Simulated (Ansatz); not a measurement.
# Li3N: pressure series

The reference is Li3N (space group P6/mmm, No. 191).

```xyz
4
Lattice="3.6071 0.0000 0.0000 -1.8036 3.1239 0.0000 0.0000 0.0000 3.8446" Properties=species:S:1:pos:R:3 pbc="T T T"
Li     0.0000     0.0000     1.9223
Li     0.0000     2.0826     0.0000
Li     1.8036     1.0413     0.0000
N      0.0000     0.0000     0.0000
```

Cell and atoms are relaxed at each pressure.

All numbers come from PBEsol (Ansatz, a program for electronic structure, PAW, spin-orbit coupling left out).

Candidates:
(a) pressure 0.3 GPa
(b) pressure −2 GPa
(c) pressure 3 GPa
(d) pressure 7.5 GPa
(e) pressure 5 GPa

Base values:

The smallest direct gap is 1.29 eV.

**Question.** Order them by smallest direct gap, highest first.

**Answer.** (d) pressure 7.5 GPa (1.64 eV), (e) pressure 5 GPa (1.53 eV), (c) pressure 3 GPa (1.44 eV), (a) pressure 0.3 GPa (1.31 eV), (b) pressure −2 GPa (1.18 eV)

Load acts through the strain it causes; cell and atoms are relaxed under it. Whether these cells are dynamically stable was not tested. Competing high-pressure phases were not computed.
